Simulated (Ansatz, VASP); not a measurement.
## Cu: VASP beside Ansatz

```xyz
2
Lattice="2.6718 0.0000 0.0000 -1.3359 2.3139 0.0000 0.0000 0.0000 3.9481" Properties=species:S:1:pos:R:3 pbc="T T T"
Cu    0.0000    1.5426    0.9870
Cu    1.3359    0.7713    2.9611
```

Change from the starting cell: biaxial strain in the a-b plane, c and atoms relaxed: +6.0 %.

Alike in both runs: functional PBEsol; k mesh 24 × 24 × 12; occupations gaussian, width 0.1 eV; no spin polarisation.

Ansatz relaxed the structure, and its values are those at the end. VASP's run is a single point on that final structure, the one shown.

|  | VASP | Ansatz |
| --- | --- | --- |
| version | VASP 6.6.1 | Ansatz 0.2.0 |
| potentials or method | VASP PAW PBE potentials, release 64 (Cu) | scalar-relativistic, plane waves, PAW |
| plane-wave cutoff (eV) | 520 | 420 |
| valence electrons in the cell | 22 | 38 |

Ansatz gave:

| Quantity | Value |
| --- | --- |
| gap on the k mesh at the Fermi level (eV) | none |
| pressure (GPa) | -8.8 |

Q: Estimate VASP's values.

A: gap on the k mesh at the Fermi level (eV): none; pressure (GPa): -8.6.

A gap of «none» marks a metal or a gap that the smearing closes. The two sets of potentials don't hold the same shells in valence.

Caveats: the PAW data sets were made with another functional, which shifts forces and pressure a little (VASP).
